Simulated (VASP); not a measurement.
## AlAu: single point with r2SCAN

Crystal: AlAu.

```
Al Au
1.0
     3.22394    0.00000    0.00000
     0.00000    3.22394    0.00000
     0.00000    0.00000    3.22394
Al Au
1 1
Direct
  0.00000 0.00000 0.00000
  0.50000 0.50000 0.50000
```

The cell comes from a database or a generator and needn't be the stable form of this composition.

- Program: VASP 6.6.1
- Task: single point
- Functional: r2SCAN
- Potentials or basis: VASP PAW PBE potentials, release 64 (Al, Au)
- Cutoff: 520 eV
- k mesh: 13 × 13 × 13
- Occupations: fermi-dirac, width 0.05 eV
- Spin: no spin polarisation

| Quantity | Value |
| --- | --- |
| Pressure | -5.0 GPa |
| Band gap on the k mesh | none (metal or under the smearing width) |

Levels at points of the mesh, in eV from the Fermi level:
```
           k point  band 3  band 4  band 5  band 6  band 7  band 8  band 9  band 10  band 11  band 12
(0.00, 0.00, 0.00)   -6.98   -5.01   -5.01   -5.01    2.96    2.96    2.96     7.41     7.61     7.61
```

Run time: 29 s on 1 thread of Intel(R) Xeon(R) 6975P-C (Granite Rapids) (shared host), peak memory 0.17 GiB.

Caveat: the PAW data sets were made with another functional, which shifts forces and pressure a little. Spin-orbit coupling is left out, which matters for the levels of Au.
